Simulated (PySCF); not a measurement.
An input for PySCF 2.14.0 (H):

File run.py:

```python
import json
import numpy as np
from pyscf.pbc import gto, scf, dft, df
from pyscf.pbc.tools import pyscf_ase
from ase.io import read

atoms = read('POSCAR')
cell = pyscf_ase.cell_from_ase(atoms)
cell.basis = 'gth-tzvp'
cell.pseudo = 'gth-hf-rev'
cell.ke_cutoff = 200  # hartree
cell.exp_to_discard = 0.03
cell.precision = 1e-08
cell.max_memory = 4900  # MB
cell.verbose = 4
cell.build()

res = {}
from pyscf.dispersion import dftd3
d = dftd3.DFTD3Dispersion(cell, xc='x3lyp', version='d3zero', atm=True).get_dispersion(grad=True)
print('dispersion energy = %.10f' % d['energy'])
res['e_disp'] = float(d['energy'])

kpts = cell.make_kpts([2, 2, 2])
mf = dft.KGKS(cell, kpts, xc='x3lyp', exxdiv='ewald')
mf.collinear = 'col'
mf = mf.density_fit()
mf.with_df._cderi_to_save = 'cderi.h5'
mf.with_df.build(j_only=False)
mf = mf.smearing(sigma=0.00183747, method='fermi')  # hartree
mf.conv_tol = 1e-07
mf.max_cycle = 60

# start: the atomic guess with a moment vector on each site
moments = np.array([[0.0, 0.0, 0.0], [0.0, 0.0, 0.0]])
nao = cell.nao
dm = np.array(mf.get_init_guess())
dm = dm[:, :nao, :nao] + dm[:, nao:, nao:]
p = np.zeros((3, nao))
for i, (a0, a1) in enumerate(cell.aoslice_by_atom()[:, 2:]):
    p[:, a0:a1] = moments[i][:, None] / cell.atom_charge(i)
mx_, my, mz = [(x[:, None] + x) / 2 * dm for x in p]
dm0 = np.block([[dm + mz, mx_ - 1j * my], [mx_ + 1j * my, dm - mz]]) / 2

mf.kernel(dm0)
res.update(converged=bool(mf.converged), e_tot=mf.e_tot, nelec=cell.nelectron, nao=cell.nao, mesh=list(map(int, cell.mesh)), a=cell.lattice_vectors().tolist(), coords=cell.atom_coords().tolist(),
           mo_energy=[np.real(x).tolist() for x in mf.mo_energy], mo_occ=[np.real(x).tolist() for x in mf.mo_occ])
res.update(e_free=mf.e_free, e_zero=mf.e_zero)
res.update(kpts=cell.get_scaled_kpts(kpts).tolist())
res['parts'] = {k: float(np.real(v)) for k, v in mf.scf_summary.items() if np.isscalar(v)}
json.dump(res, open('results.json', 'w'))
if not mf.converged:
    raise SystemExit('SCF not converged')

print('levels (eV)')
for i, kp in enumerate(res['kpts'][:40]):
    print('k %7.4f %7.4f %7.4f  ' % tuple(kp), ' '.join('%.3f' % (x * 27.211386) for x in res['mo_energy'][i][:7]))

# Mulliken populations
dm, s = np.asarray(mf.make_rdm1()), np.asarray(mf.get_ovlp())
sites = cell.aoslice_by_atom()[:, 2:]
nao = cell.nao
s = s[:, :nao, :nao]
aa, ab, ba, bb = dm[:, :nao, :nao], dm[:, :nao, nao:], dm[:, nao:, :nao], dm[:, nao:, nao:]
pop = [np.einsum('kij,kji->i', x, s).real / len(kpts) for x in (aa + bb, ab + ba, 1j * (ab - ba), aa - bb)]
res['moments'] = [[x[a0:a1].sum() for x in pop[1:]] for a0, a1 in sites]
tot = pop[0]
res['mulliken'] = [cell.atom_charge(i) - tot[a0:a1].sum() for i, (a0, a1) in enumerate(sites)]
print('Mulliken charges', np.round(res['mulliken'], 5))
print('Mulliken moments', np.round(res['moments'], 5))

# density of states, Gaussians of 0.15 eV
e = np.asarray(mf.mo_energy).real.reshape(1, -1) * 27.211386
ef = mf.get_fermi()
ef = np.max(ef) * 27.211386
x = np.arange(-15, 10.01, 0.1) + round(ef, 1)
dos = np.exp(-((x[:, None, None] - e) / 0.15) ** 2 / 2).sum(-1).T / (0.15 * np.sqrt(2 * np.pi) * len(kpts))
res.update(dos_e=x.tolist(), dos=dos.tolist())
for a, b in zip(x[::5], dos.T[::5]):
    print('%8.2f' % a, ' '.join('%9.4f' % y for y in b))
res['done'] = True
json.dump(res, open('results.json', 'w'))
```

File POSCAR:

```
H
1.0
   -1.6915344700      1.6915344700      2.0584739900
    1.6915344700     -1.6915344700      2.0584739900
    1.6915344700      1.6915344700     -2.0584739900
H
2
Direct
    0.0801990000      0.0898040000     -0.0017680000
    0.9071670000      0.9047680000     -0.0093650000
```

Potentials or basis: gth-tzvp/gth-hf-rev (potentials made for Hartree-Fock).

Launch:

```sh
$ OMP_NUM_THREADS=2 python -u run.py > log
```

Problem. What does the program do with it?

Solution. The run stopped without a result. It printed:

Output:

```text
Discarded 0 diffused primitive functions, 0 contracted functions

PySCF version 2.14.0

[INPUT] verbose = 4
[INPUT] num. atoms = 2
[INPUT] num. electrons = 2
[INPUT] charge = 0
[INPUT] spin (= nelec alpha-beta = 2S) = 0
[INPUT] symmetry False subgroup None
[... 84 lines left out ...]
ke_cutoff = 13.87450019975863
omega = 0.4828962638868163
exclude_d_aux = False
exclude_dd_block = True
j2c_eig_always = False
has_long_range = True
Traceback (most recent call last):
  File "run.py", line 45, in <module>
  File "<string>", line 2, in kernel
  File "pyscf/scf/hf.py", line 2099, in scf
  File "pyscf/scf/hf.py", line 132, in kernel
  File "pyscf/pbc/dft/kgks.py", line 70, in get_veff
NotImplementedError
```

Among its messages:

```text
Even tempered Gaussians are generated as DF auxbasis for  H
```
